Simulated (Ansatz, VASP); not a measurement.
# Cross-check of Al36SiN35 (Si_N) between VASP and Ansatz

Aim: how closely do two programs agree when they are given the same cell, functional and k mesh? The cell is taken from a series of runs on this material, whose earlier steps may have relaxed, scaled, displaced or heated it; both programs get it as it stands.

Program: Ansatz 0.2.0. Level of theory: plane waves, with VASP 6.6.1 beside it; single point at r2SCAN. Results are calculated unless marked as measured.

### 1. Set-up

The cell holds 72 atoms: 36 Al, 35 N and 1 Si. Its edges and angles: a = 9.320 Å, b = 9.320 Å, c = 9.956 Å, α = 90.0°, β = 90.0°, γ = 120.0°. It derives from AlN (AlN (P6_3mc)). Nearest the centre at fractional (0.556, 0.444, 0.440): Si72 at 0.21 Å, Al14 at 2.19 Å, Al18 at 2.19 Å, Al30 at 2.20 Å, Al17 at 2.59 Å, Al19 at 3.08 Å, N41 at 3.13 Å, N64 at 3.13 Å.

As a file:

```cif
data_structure
_symmetry_space_group_name_H-M 'P 1'
_symmetry_Int_Tables_number 1
_cell_length_a 9.3196
_cell_length_b 9.3196
_cell_length_c 9.9565
_cell_angle_alpha 90.000
_cell_angle_beta 90.000
_cell_angle_gamma 120.000
_cell_volume 748.91
loop_
_atom_site_label
_atom_site_type_symbol
_atom_site_fract_x
_atom_site_fract_y
_atom_site_fract_z
_atom_site_occupancy
Al1 Al 0.22239 0.10955 0.24952 1
Al2 Al 0.11093 0.22123 0.49963 1
Al3 Al 0.21763 0.10826 0.75155 1
Al4 Al 0.11017 0.22090 0.00167 1
Al5 Al 0.22344 0.44407 0.24979 1
Al6 Al 0.11154 0.55577 0.50002 1
Al7 Al 0.21797 0.44108 0.75209 1
Al8 Al 0.11180 0.55510 0.00210 1
Al9 Al 0.22267 0.77710 0.24980 1
Al10 Al 0.11245 0.88818 0.50045 1
Al11 Al 0.22303 0.77706 0.75132 1
Al12 Al 0.11186 0.88804 0.00171 1
Al13 Al 0.55483 0.10977 0.24915 1
Al14 Al 0.42344 0.18766 0.51013 1
Al15 Al 0.55846 0.10841 0.75083 1
Al16 Al 0.43869 0.20928 0.98946 1
Al17 Al 0.55447 0.44047 0.17997 1
Al18 Al 0.43046 0.57457 0.51456 1
Al19 Al 0.55691 0.44368 0.75017 1
Al20 Al 0.43984 0.56014 0.99124 1
Al21 Al 0.55609 0.77678 0.24954 1
Al22 Al 0.44442 0.88873 0.49991 1
Al23 Al 0.55961 0.78279 0.75252 1
Al24 Al 0.44476 0.88808 0.00164 1
Al25 Al 0.88926 0.11117 0.25139 1
Al26 Al 0.77743 0.22316 0.49990 1
Al27 Al 0.88944 0.11132 0.75024 1
Al28 Al 0.77875 0.22110 0.00154 1
Al29 Al 0.88922 0.44468 0.24990 1
Al30 Al 0.81213 0.57911 0.51377 1
Al31 Al 0.89208 0.44200 0.75198 1
Al32 Al 0.78913 0.56054 0.99089 1
Al33 Al 0.88961 0.77730 0.25017 1
Al34 Al 0.78001 0.89089 0.49973 1
Al35 Al 0.89240 0.78324 0.75307 1
Al36 Al 0.77926 0.89022 0.00217 1
N37 N 0.21348 0.10284 0.44003 1
N38 N 0.11221 0.22180 0.19196 1
N39 N 0.21756 0.10816 0.93927 1
N40 N 0.11132 0.22148 0.69005 1
N41 N 0.22051 0.44544 0.44133 1
N42 N 0.11179 0.55446 0.19183 1
N43 N 0.21879 0.44209 0.94009 1
N44 N 0.11258 0.55541 0.69009 1
N45 N 0.22285 0.77739 0.44121 1
N46 N 0.11156 0.88732 0.19067 1
N47 N 0.22267 0.77708 0.94142 1
N48 N 0.11249 0.88763 0.69062 1
N49 N 0.55445 0.10624 0.44058 1
N50 N 0.43949 0.21057 0.17816 1
N51 N 0.55813 0.10807 0.93884 1
N52 N 0.44272 0.21766 0.69816 1
N53 N 0.44187 0.55788 0.18153 1
N54 N 0.55564 0.44341 0.95012 1
N55 N 0.44410 0.55674 0.69954 1
N56 N 0.55644 0.78292 0.44073 1
N57 N 0.44496 0.88732 0.19116 1
N58 N 0.55818 0.78129 0.94035 1
N59 N 0.44472 0.88749 0.68995 1
N60 N 0.88887 0.11310 0.44118 1
N61 N 0.77776 0.22203 0.19202 1
N62 N 0.88924 0.11101 0.94112 1
N63 N 0.77868 0.22209 0.69008 1
N64 N 0.89254 0.44683 0.44141 1
N65 N 0.78532 0.55832 0.18101 1
N66 N 0.89159 0.44212 0.94017 1
N67 N 0.78354 0.55831 0.70081 1
N68 N 0.89777 0.78764 0.44048 1
N69 N 0.77839 0.88821 0.19226 1
N70 N 0.89134 0.78191 0.94076 1
N71 N 0.77918 0.88931 0.69035 1
Si72 Si 0.55886 0.44264 0.41945 1
```

### 2. Ansatz: single point, r2SCAN

Ansatz runs on its PAW soft_1 files.

A single point gives forces, pressure and levels at one fixed geometry, so differences don't come from the geometry; what else differs is listed under the comparison.

File input.yaml:

```yaml
crystal:
  checkpoint: "../qp1_M2.relax.run"
  host: checkpoint
basis:
  ecutwfc: 500
  xc_grid: 2
hamiltonian:
  xc: r2scan
  pseudopotentials: { kind: paw, azcp: { folder: soft_1 } }
kpoints:
  mp_grid: { grid: [2, 2, 2], shift: [0.5, 0.5, 0.5] }
scf:
  occupations: { method: fermi_dirac, width: 0.01 }
  max_iter: 60
output:
  forces: true
  eigenvalues: true
  charged_corrections: { defect_position: [0.555556, 0.444444, 0.440398] }
checkpoint:
  read: "../qp1_M2.relax.run"
  write: "../qp1_M2.point_neutral.run"
  compress: false
  write_wavefunctions: false
  write_every: 100000
magnetization:
  spin_polarized: true
  initial_magnetization: 1
  spin_locking: { lock_magnetization: hard }
```

Started as:

```
$ ansatz run input.yaml --threads 4 --pin off --max-ram 7536MiB --backend cpu --events-out ev --progress --plain --runs-dir out
```

Numbers of over 12 decimals in the logs are rounded to 6 here.

Output:

```text
Warning: This run holds its total moment fixed (magnetization.spin_locking.lock_magnetization: hard) and mixes its density by anderson or broyden (scf.mixing.algorithm, typed or taken by auto). Slabs with a fixed moment have converged under broyden above another state at the same moment, at the default mixing steps and at smaller ones, and under scf.lower_state_search: standard, light or off a state that such a mixer [...]
checkpoint.read: neither the saved density nor the saved orbitals are used: the state is of another total charge, and does not settle where this run's electrons and spins go. The run starts from its atoms. Which states do: the manual's quickstart, A charge series.
crystal.checkpoint: the structure is that of <dir>, a `relax` run, at its step 13: its result, under r2scan at a charge of 1 e; 72 atoms read, 1 with a starting moment; this deck's charge is 0 e; this run starts in the magnetic order that was found there; no density is read with it (checkpoint.read); crystal.structure_sha256 for this input is
Engine: ansatz 0.2.0, aarch64-unknown-linux-gnu
Pseudopotentials: kind: paw
Pseudopotential: Al, paw, valence charge 3, recommended cutoff 500 eV (meta_gga), soft_1/Al.paw.azcp
Pseudopotential: N, paw, valence charge 5, recommended cutoff 500 eV (meta_gga), soft_1/N.paw.azcp
Pseudopotential: Si, paw, valence charge 4, recommended cutoff 500 eV (meta_gga), soft_1/Si.paw.azcp
Functional definition: r2SCAN
  parameter k0 = 0.174
  parameter k1 = 0.065
  parameter a1 = 4.9479
  exchange = r2scan_x(k0 = k0, k1 = k1, a1 = a1)
  correlation = r2scan_c
Crystal: 72 atoms, lattice volume = 748.907 Å³
Basis set: ecut = 500 eV, 18913 PW (Γ), exchange–correlation on 144×144×150 points (8 copies of the dense FFT grid, shifted against one another)
Bands: 216, of which v1, the nominal top of the filled ones, is band 144 counted from 1 (143 counted from 0)
Symmetry: 1 space group operations
Space group: P1 (ITA 1), of the structure as read, at distance tolerance 9.1e-5 Å
Magnetic group: BNS 1.1 (UNI 1), of the structure as read, at distance tolerance 9.1e-5 Å
k-points: 4 of 8 (time reversal used)
Non-local potential: Al, projectors of the file, l = 0: 2, l = 1: 2, l = 2: 1
Non-local potential: N, projectors of the file, l = 0: 2, l = 1: 2, l = 2: 1
Non-local potential: Si, projectors of the file, l = 0: 2, l = 1: 2, l = 2: 1
PAW form: soft (Blöchl's): semilocal exchange-correlation on the pseudo side does not see the compensation charge
PAW frozen core: Al, regenerated for the run's functional (the file was generated under x = pbe(κ = 0.804, μ = 0.219515), c = pbe(β = 0.066725))
PAW frozen core: N, regenerated for the run's functional (the file was generated under x = pbe(κ = 0.804, μ = 0.219515), c = pbe(β = 0.066725))
PAW frozen core: Si, regenerated for the run's functional (the file was generated under x = pbe(κ = 0.804, μ = 0.219515), c = pbe(β = 0.066725))
PAW one-centre angular grid: Al, 302 points (default); XC on 160 Gauss nodes
PAW one-centre angular grid: N, 302 points (default); XC on 160 Gauss nodes
PAW one-centre angular grid: Si, 302 points (default); XC on 160 Gauss nodes
Initial density: superposition of atomic densities (chi_scale 0.1, normalization cell, long waves kept (reshape's long-wave potential 0.30 eV rms))
Starting moments: Σ|m| = 1 μB on 1 of 72 sites
Initial wavefunctions: pseudopotential atomic-orbital guess
Functional: x = r2scan, c = r2scan; τ floored in thin density (d = 2e-4 eV/Å³)
SCF iter   1: F=—  HF=-33706.050492 eV  |F-HF|=—  |Δ(HF+E_count)|=         —  Δρ=6.67e-2 (↑6.67e-2 ↓6.62e-2)  dr2=1.65e2  dr2_τ=4.76e0  dr2_m=5.89e-2  M=1.000 μB ∫|m|=1.053 μB  β_m=1.20  ethr=3.10e-3  ⟨swp⟩=6.0  Hψ=6947  notcnv=0  defer=426
preconditioner: auto → Resta (q_TF=auto, 2.325 Å⁻¹)  ε∞=3.3  [insulator: Δε(μ)=0.086 eV  Ē_g=15.027 eV  σ=0.010 eV  W_gap=0.97  n_scr=156 (ndim 8)  ℏωp=23.0 eV  f_vac=0.000  D(μ)=1.85/eV (n_scr^D=2)  ε∞_Penn≈3.3]
spin=Collinear: Resta preconditioning applied to the charge; magnetization (m = ρ↑ − ρ↓) channel mixes plain (no charge-response kernel on spin).
SCF iter   2: F=—  HF=-33674.023291 eV  |F-HF|=—  |Δ(HF+E_count)|=    3.20e1  Δρ=3.49e-2 (↑3.48e-2 ↓3.49e-2)  dr2=4.67e1  dr2_τ=3.61e-1  dr2_m=2.99e-3  M=1.000 μB ∫|m|=1.171 μB  β_m=1.20  ethr=3.10e-3  ⟨swp⟩=3.0  Hψ=3265  notcnv=0  defer=514  κ⁻¹=1.0e0(r=1)
[...]
atom  61  Al    -0.11816252     0.10966771    -0.06870042
  atom  62  Al     0.00857907     0.04204335     0.48764683
  atom  63  N      0.19057245    -0.15807403    -0.12869966
  atom  64  N      0.35392070     0.19974589     0.44973731
  atom  65  Al    -0.03172921    -0.61002947    -0.01677042
  atom  66  Al    -0.07408218    -0.29000828    -0.12175616
  atom  67  N      0.27110221     0.33572994     0.14437695
  atom  68  N     -0.04880949     0.20093233    -0.04348956
  atom  69  Al     0.03061277    -0.21531505    -0.05621716
  atom  70  Al    -0.01476201    -0.07503701     0.03002044
  atom  71  N     -0.00187480     0.16958381    -0.14811805
  atom  72  N     -0.02885747     0.16257915     0.08132430
  max |Σ_I F_I| component: 2.31e-2 eV/Å
--- Band table (eV; the first three rows and the last of 8) ---
  k-point 0 ↑: bands = [... 140 lower, 6.6766, 8.8066, 9.0652, 9.4833, 12.5994, 12.8418, 12.9762, 13.0219, ... 68 higher]
  k-point 1 ↑: bands = [... 140 lower, 6.6836, 8.8067, 9.0656, 9.4826, 12.5959, 12.8503, 12.9714, 13.0192, ... 68 higher]
  k-point 2 ↑: bands = [... 140 lower, 6.6922, 8.7875, 9.3616, 9.5136, 12.3933, 12.7566, 12.7706, 12.8235, ... 68 higher]
  k-point 3 ↓: bands = [... 140 lower, 6.6975, 9.5203, 9.6682, 10.2169, 12.4010, 12.6673, 12.8300, 13.0138, ... 68 higher]
```

### 3. VASP: single point, r2SCAN

The same cell, functional, mesh and smearing now go to VASP, with its own data sets.

Lines of VASP's logs that name or quote its potential files are left out, and so is its time.

File INCAR:

```
SYSTEM = Al36SiN35
PREC = Accurate
ENCUT = 580
EDIFF = 1E-06
NELM = 200
ISMEAR = -1
SIGMA = 0.01
LREAL = Auto
ALGO = Normal
METAGGA = R2SCAN
LASPH = .TRUE.
NBANDS = 200
ISPIN = 2
MAGMOM = 0 -0 0 0 -0 0 0 0 0 -0 0 0 -0 0.01 -0 -0 0 0.02 -0 0 -0 0 0 0 -0 -0 -0 0 -0 0.01 -0 -0 0 -0 0 0 -0 -0 0 -0 0.03 0 0 0 -0 -0 0 0 0.03 -0 0 0.01 0.04 -0 0 0.03 0 0 -0 0 -0 0 -0 0.04 -0 0 0.01 -0 -0 0 -0 0.2
LORBIT = 11
LWAVE = .FALSE.
LCHARG = .FALSE.
ISIF = 2
ISYM = 0
NUPDOWN = 1
GGA_COMPAT = .FALSE.
LMIXTAU = .TRUE.
KPAR = 4
```

File POSCAR:

```
Al36SiN35
1.0
    9.3195655359      0.0000000860      0.0000000000
   -4.6597828424      8.0709804634      0.0000000000
    0.0000000000      0.0000000000      9.9564777190
Al N Si
36 35 1
Direct
    0.2223926974      0.1095504976      0.2495193959
    0.1109290483      0.2212259230      0.4996306840
    0.2176289653      0.1082602471      0.7515544918
    0.1101680778      0.2208956409      0.0016672275
    0.2234380944      0.4440708826      0.2497947745
    0.1115364346      0.5557707888      0.5000201777
    0.2179738343      0.4410761788      0.7520949342
    0.1117966254      0.5550977379      0.0021006667
    0.2226665262      0.7770956979      0.2497977568
    0.1124549987      0.8881781497      0.5004450562
    0.2230316174      0.7770584657      0.7513224291
    0.1118614456      0.8880427304      0.0017076808
    0.5548338193      0.1097697957      0.2491452375
    0.4234373821      0.1876571786      0.5101263734
    0.5584615994      0.1084072720      0.7508346117
    0.4386880269      0.2092803043      0.9894602334
    0.5544723637      0.4404694595      0.1799670465
    0.4304572537      0.5745665392      0.5145553157
    0.5569070424      0.4436818599      0.7501685466
    0.4398414679      0.5601402945      0.9912362935
    0.5560890030      0.7767805539      0.2495421492
    0.4444195052      0.8887344995      0.4999091516
    0.5596095289      0.7827855009      0.7525219795
    0.4447557130      0.8880772071      0.0016366912
    0.8892591850      0.1111667751      0.2513938228
    0.7774312730      0.2231647879      0.4999004698
    0.8894407865      0.1113188940      0.7502352065
    0.7787463440      0.2211012431      0.0015441072
    0.8892210306      0.4446756476      0.2498956793
    0.8121317129      0.5791067145      0.5137712160
    0.8920804056      0.4419951914      0.7519809046
    0.7891276665      0.5605352129      0.9908881909
    0.8896052594      0.7772958697      0.2501701919
    0.7800086852      0.8908866003      0.4997323072
    0.8924023208      0.7832437510      0.7530717448
    0.7792604695      0.8902239244      0.0021664240
    0.2134784751      0.1028419704      0.4400330773
    0.1122063188      0.2218007045      0.1919583250
    0.2175590182      0.1081608089      0.9392694289
    0.1113231943      0.2214802510      0.6900542298
    0.2205141178      0.4454406740      0.4413301759
    0.1117941803      0.5544631002      0.1918300955
    0.2187851746      0.4420861769      0.9400945887
    0.1125787942      0.5554071348      0.6900934166
    0.2228465803      0.7773922178      0.4412103461
    0.1115578715      0.8873162709      0.1906710095
    0.2226695457      0.7770751007      0.9414173376
    0.1124873645      0.8876318824      0.6906240836
    0.5544499554      0.1062420033      0.4405769204
    0.4394927111      0.2105744152      0.1781632327
    0.5581279009      0.1080714142      0.9388419209
    0.4427229290      0.2176559371      0.6981640867
    0.4418701237      0.5578780731      0.1815262759
    0.5556440758      0.4434066785      0.9501202857
    0.4440972309      0.5567368767      0.6995383332
    0.5564396447      0.7829156520      0.4407298479
    0.4449634095      0.8873199457      0.1911563471
    0.5581828132      0.7812913245      0.9403541247
    0.4447162684      0.8874879340      0.6899457323
    0.8888654659      0.1130955358      0.4411783894
    0.7777648908      0.2220272010      0.1920207742
    0.8892440503      0.1110115759      0.9411180342
    0.7786810235      0.2220893285      0.6900839583
    0.8925420087      0.4468305022      0.4414099382
    0.7853182956      0.5583209066      0.1810081405
    0.8915924775      0.4421235035      0.9401709053
    0.7835358478      0.5583082962      0.7008096399
    0.8977652788      0.7876406647      0.4404811085
    0.7783896262      0.8882102134      0.1922553251
    0.8913375336      0.7819130048      0.9407567004
    0.7791847328      0.8893118887      0.6903514637
    0.5588647010      0.4426381053      0.4194475719
```

File KPOINTS:

```
Points of the shifted mesh
8
Reciprocal
 0.2500000000  0.2500000000  0.2500000000 1
 0.2500000000  0.2500000000  0.7500000000 1
 0.2500000000  0.7500000000  0.2500000000 1
 0.2500000000  0.7500000000  0.7500000000 1
 0.7500000000  0.2500000000  0.2500000000 1
 0.7500000000  0.2500000000  0.7500000000 1
 0.7500000000  0.7500000000  0.2500000000 1
 0.7500000000  0.7500000000  0.7500000000 1
```

The projector-augmented-wave data sets are Al, N and Si (PBE family, release 64).

Started as:

```
$ mpirun -np 8 vasp_std
```

Output:

```text
[banner, memory and clock lines left out]
running    8 mpi-ranks, on    1 nodes
[...]
|                                                                             |
|           W    W    AA    RRRRR   N    N  II  N    N   GGGG   !!!           |
|           W    W   A  A   R    R  NN   N  II  NN   N  G    G  !!!           |
|           W    W  A    A  R    R  N N  N  II  N N  N  G       !!!           |
|           W WW W  AAAAAA  RRRRR   N  N N  II  N  N N  G  GGG   !            |
|           WW  WW  A    A  R   R   N   NN  II  N   NN  G    G                |
|           W    W  A    A  R    R  N    N  II  N    N   GGGG   !!!           |
|                                                                             |
|     For optimal performance we recommend to set                             |
|       NCORE = 2 up to number-of-cores-per-socket                            |
|     NCORE specifies how many cores store one orbital (NPAR=cpu/NCORE).      |
|     This setting can greatly improve the performance of VASP for DFT.       |
[...]
|                                                                             |
|     You enforced a specific xc type in the INCAR file but a different       |
|     [... a line on the potential file left out ...]
|     I HOPE YOU KNOW WHAT YOU ARE DOING!                                     |
|                                                                             |

 LDA part: xc-table for (None), standard interpolation
 POSCAR, INCAR and KPOINTS ok, starting setup
[...]
entering main loop
       N       E                     dE             d eps       ncg     rms          rms(c)
DAV:   1     0.112631625386E+04    0.11263E+04   -0.14652E+05  6400   0.147E+03
DAV:   2    -0.687474497418E+03   -0.18138E+04   -0.17220E+04  7880   0.294E+02
DAV:   3    -0.832552021412E+03   -0.14508E+03   -0.14384E+03  7816   0.892E+01
DAV:   4    -0.834820072185E+03   -0.22681E+01   -0.22603E+01  7632   0.117E+01
[...]
DAV:  22    -0.681710437850E+03   -0.87465E-04   -0.49906E-05  6776   0.247E-02    0.371E-02
DAV:  23    -0.681710440450E+03   -0.25997E-05   -0.10415E-05  7632   0.914E-03    0.114E-02
DAV:  24    -0.681710441075E+03   -0.62547E-06   -0.45406E-06  6808   0.523E-03
   1 F= -.68171044E+03 E0= -.68171044E+03  d E =-.381875E-11  mag=     1.0000
```

Parts of OUTCAR (step 3):

```text
  FREE ENERGIE OF THE ION-ELECTRON SYSTEM (eV)
  ---------------------------------------------------
  free  energy   TOTEN  =      -681.7104410751 eV

  energy  without entropy=     -681.7104410751  energy(sigma->0) =     -681.71044108

 magnetization (x)
# of ion       s       p       d       tot
------------------------------------------
    1        0.000   0.000   0.000   0.000
    2       -0.000  -0.000   0.000  -0.000
    3        0.000   0.000   0.000   0.001
    4       -0.000   0.000   0.000   0.000
    5       -0.000  -0.000   0.000  -0.001
    6        0.002   0.004   0.000   0.006
    7       -0.000   0.000   0.000   0.000
    8        0.000   0.000   0.000   0.000
    9        0.000   0.000   0.000   0.000
   10       -0.000  -0.000   0.000  -0.001
   11        0.000   0.000   0.000   0.000
   12       -0.000   0.000   0.000   0.000
   13       -0.000  -0.000   0.000  -0.000
[...]
--------------------------------------------------
tot          0.054   0.457   0.000   0.511
```

The run ends at a pressure of 4.78 GPa, with forces up to 2.4 eV/Å.

### 4. Comparison

Known differences besides the potentials themselves: VASP starts from the moments at which Ansatz ended; VASP keeps PBE cores, Ansatz makes them for the functional; the cutoff is 500 eV in Ansatz and 580 eV in VASP (PREC = Accurate, projectors in real space); site moments are counted in spheres of each program's own size. Total energies have different zeros and are not compared.

Compared:

```csv
quantity,Ansatz,VASP,difference
"total moment, fixed by the input (μB)",1.00,1.00,0.00
moment on Si72 (μB),0.20,0.23,-0.02
```

Forces on 8 of the 72 atoms, those with the largest forces and the largest differences (eV/Å; atoms numbered as in POSCAR):

```
atom          Ansatz x, y, z            VASP x, y, z
Al14   -0.204, 1.287, -0.163   -0.202, 1.306, -0.165
Al17     0.488, 0.009, 2.301     0.484, 0.016, 2.306
Al18   1.324, -0.996, -0.048   1.343, -1.011, -0.059
Al19   -0.152, 0.004, -0.841   -0.153, 0.006, -0.821
Al30  -0.942, -0.523, -0.490  -0.953, -0.541, -0.496
 N50  -0.126, -0.718, -0.971  -0.127, -0.720, -0.965
 N55    -0.649, 0.430, 0.908    -0.653, 0.432, 0.910
 N65    0.718, 0.530, -1.331    0.722, 0.534, -1.328
```

The forces differ by 4.8 meV/Å r.m.s., which is 1.4 % of the r.m.s. force of 0.340 eV/Å (both taken over all components).

### 5. Outcome

- r.m.s. force difference (single point, r2SCAN): 1.4 % of the r.m.s. force

What this shows: The r.m.s. force difference is 1.4 % of the r.m.s. force (single point, r2SCAN), within the 3 % picked in this series as the mark of a large difference. Such differences can come from data sets, numerical settings and the points named under the comparisons, not from the functional's error against experiment.

[Lines on the potential files, build, host, timing and source positions are cut from VASP's logs without a mark.]

[Logs are printed without paths, hosts, clocks, repeated set-up lines and the standing remarks that a program may print on its own settings, such as how far it seeks lower states.]

[Hosts, paths, dates, database ids (printed as entryN), source tags and the programs' standing remarks are cut or masked in the printed files.]
